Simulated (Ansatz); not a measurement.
**BN: moving B off its site**

BN, Fmm2, a = 2.508 Å, b = 6.679 Å, c = 4.338 Å. This isn't the usual stable structure of the compound. Ansatz: PBE+D3(BJ), PAW, 420 eV, Γ-centred 6×6×6 mesh on 8 atoms, Gaussian smearing 0.05 eV; no spin polarisation.

```
CELL_PARAMETERS angstrom
0.00000 0.00000 4.33766
2.50768 3.33948 2.16883
-2.50768 3.33948 2.16883
ATOMIC_POSITIONS crystal
B 0.50011 0.75000 0.25000
B 0.50011 0.25000 0.75000
B 0.00011 0.50000 0.50000
B 0.00011 0.00000 0.00000
N 0.16659 0.75000 0.25000
N 0.16659 0.25000 0.75000
N 0.66659 0.50000 0.50000
N 0.66659 0.00000 0.00000
```

Atom 1 (B) moves by x along the unit vector (0.000, 0.000, -1.000), with its periodic images; all else is held. y is the free energy of the cell over the start, F the force along the path summed over the moved atoms.

| x (Å) | y (meV) | F (eV/Å) |
| --- | --- | --- |
| -0.2000 | ? | ? |
| -0.1333 | 383.4 | 5.40 |
| -0.0667 | 102.0 | 2.96 |
| 0.0000 | 0.0 | 0.00 |
| 0.0333 | 28.0 | -1.71 |
| 0.0667 | 116.4 | -3.61 |
| 0.1000 | 271.2 | -5.72 |
| 0.1333 | 500.4 | -8.09 |
| 0.1667 | 814.4 | -10.77 |
| 0.2000 | 1222.3 | -13.80 |

Fit y = c2 x² + c3 x³ + c4 x⁴ to the energies of the other rows, give the force constant, and predict energy and force of the missing row.

Least squares on the rows shown. y = 24287 x² + 24696 x³ + 33124 x⁴. The force constant is 2 c2 = 48.6 eV/Å² (for all images moving together, not for a lone atom). The force −dy/dx at the missing row is 7.81 eV/Å (computed 7.37). At x = -0.2000 the fit asked for gives 826.9 meV. The run gave 812.0 meV, so the fit is 14.9 meV too high, 1.2 % of the span of the series, against an rms of 0.3 meV on the fitted rows. The row lies outside the fitted range. With a term in x⁵ added, a fit to the same known rows predicts 810.2 meV, so most of the miss is curvature that the known rows already hold.

Cost: 10 runs of about 1.4 core-minutes in all, on Intel Xeon Platinum 8259CL (Skylake/Cascade Lake) (shared hosts).